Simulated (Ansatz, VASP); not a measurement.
**Two plane-wave programs on Ta2C**

```
CELL_PARAMETERS angstrom
3.06686 0.00000 0.00000
-1.53343 2.65598 0.00000
0.00000 0.00000 4.90432
ATOMIC_POSITIONS crystal
Ta 0.33333 0.66667 0.25381
Ta 0.66667 0.33333 0.74619
C 0.00000 0.00000 0.00000
```

Alike in both runs: functional LDA; k mesh 4 × 4 × 2; occupations fermi-dirac, width 0.01 eV; no spin polarisation.

Ansatz relaxed the structure, and its values are those at the end. VASP's run is a single point on that final structure, the one shown.

|  | VASP | Ansatz |
| --- | --- | --- |
| version | VASP 6.6.1 | Ansatz 0.2.0 |
| potentials or method | VASP PAW LDA potentials, release 64 (Ta_pv, C) | plane waves, PAW |
| plane-wave cutoff (eV) | 520 | 420 |
| valence electrons in the cell | 26 | 30 |

Ansatz gave:

```
pressure (GPa)                     : 0.0
rms of the force components (eV/Å) : 0.000
```

Q: What did VASP give for the same quantities?

A: Pressure (GPa): 1.5; rms of the force components (eV/Å): 0.026.

The two sets of potentials don't hold the same shells in valence.

Caveats: the k mesh is coarse (spacing up to 0.64 Å⁻¹), so the values aren't converged. The runs have no spin-orbit coupling, so splittings on Ta are missing.
